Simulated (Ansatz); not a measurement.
One crystal and one scan (energy against volume) at two levels, PBE (plane waves to 420 eV, PAW, scalar-relativistic; Ansatz, an electronic-structure program) and PBEsol (plane waves to 420 eV, PAW, scalar-relativistic; Ansatz), each from its own relaxed cell and on its own mesh. The cell shown is that of PBE.

CsPbI$_{3}$ (cubic perovskite)

```xyz
5
Lattice="6.3905 0.0000 0.0000 0.0000 6.3905 0.0000 0.0000 0.0000 6.3905" Properties=species:S:1:pos:R:3 pbc="T T T"
Cs     0.0000     0.0000     0.0000
Pb     3.1952     3.1952     3.1952
I      0.0000     3.1952     3.1952
I      3.1952     3.1952     0.0000
I      3.1952     0.0000     3.1952
```

E(V) scan at fixed shape, V₀ the volume above. Symmetry pins the atoms to their sites.

The energy includes the smearing's −TS. CsPbI3 was relaxed with its symmetry unable to fall. Spin-orbit coupling is left out, though I and Pb are heavy. This is a high-temperature form of CsPbI3. Percentages come from the unrounded values.

Results of PBE:

- Lattice constant a (Å) = 6.390
- Bulk modulus B₀ (third-order Birch-Murnaghan fit) (GPa) = 14.7

Question: What does PBEsol give for the same quantities?

Answer: 
```
quantity                                                 PBEsol     PBE − PBEsol
-------------------------------------------------------  ------  ---------------
Lattice constant a (Å)                                    6.247  +0.143 (+2.3 %)
Bulk modulus B₀ (third-order Birch-Murnaghan fit) (GPa)    17.4     -2.7 (-15 %)
```

PBE gives the higher value for: lattice constant a. PBE gives the lower value for: bulk modulus B₀. Neither level is exact: the differences show how much the result hangs on the functional.

(A scan under strain: stresses follow from slopes of the energy per volume, elastic moduli from its curvatures.)
